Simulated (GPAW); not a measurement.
Runs of GPAW 26.7.0 on Te2Mo. It takes space group P6_3/mmc (No. 194, hexagonal). The conventional cell has a = 3.518 Å, b = 3.518 Å, c = 13.974 Å, α = 90.00°, β = 90.00°, γ = 120.00°. Te (site symmetry 3m) has 3 Mo at 2.72 Å as nearest neighbours. Around Mo (site symmetry -6m2) lie 6 Te at 2.72 Å. 

```csv
task,level,potentials or basis,spin,cell,optimizer,fmax,max steps,target pressure,data set,gap on the mesh (eV),pressure (GPa),V0 of scaled cells (Å³/atom),B0 (GPa),largest force (eV/Å)
relaxation of cell and atoms,revPBE+D3,"the program's PAW data sets (release 1.2.1) made for this functional, pw",off,relaxed to 1 GPa,BFGS,0.05 eV/Å,40,1 GPa,-,0.71,1.1,-,-,0.05
equation of state,PBE,"GPAW PAW data sets (gpaw-data 1.2.1), other valence, pw",off,as given,-,-,-,-,"Mo 6, Te 16",-,-,25.62,(a),-
band structure,TPSS,"GPAW PAW data sets (gpaw-data 1.2.1), pw","SOC, no magnetisation",as given,-,-,-,-,-,0.66,0.8,-,-,0.13
relaxation of cell and atoms,PBEsol+D3,"PAW data sets generated in the run's folder for this functional, pw",off,relaxed to 1 GPa,FIRE,0.02 eV/Å,40,1 GPa,-,(b),0.9,-,-,-
equation of state,LDA,"JTH PAW 2.0, LDA, pw",off,as given,-,-,-,-,"Mo jth, Te jth",-,-,24.47,111,-
```

Alike in all rows: k mesh 5 × 5 × 2; cutoff (eV) 600; smearing fermi-dirac 0.05 eV; the mesh is coarse, so values aren't converged.

**Question.** Fill in the values left out.

**Answer.** (a) 97; (b) 0.43.

Caveats: some runs use coarse meshes; later steps reuse the first step's grids (some runs); spin-orbit coupling is left out, which moves the levels of the heavy elements (some runs); an odd mesh through Γ misses points on the zone boundary, where band edges often lie (some runs); the cell was scaled at fixed shape and fractional positions, which overstates the stiffness of a crystal with free parameters, most of all of layers and chains (some runs); this functional lacks dispersion, which binds the layers, so the pressure and a relaxed spacing across them are unreliable (some runs); spin-orbit coupling was added after a scalar SCF, so levels and gaps hold it while energy, forces, pressure and moments don't (some runs); this program's spin-orbit splittings come out too wide for heavy elements (some runs).

A k mesh can miss the band edges, and rows without SOC leave out spin-orbit coupling on Mo, Te.
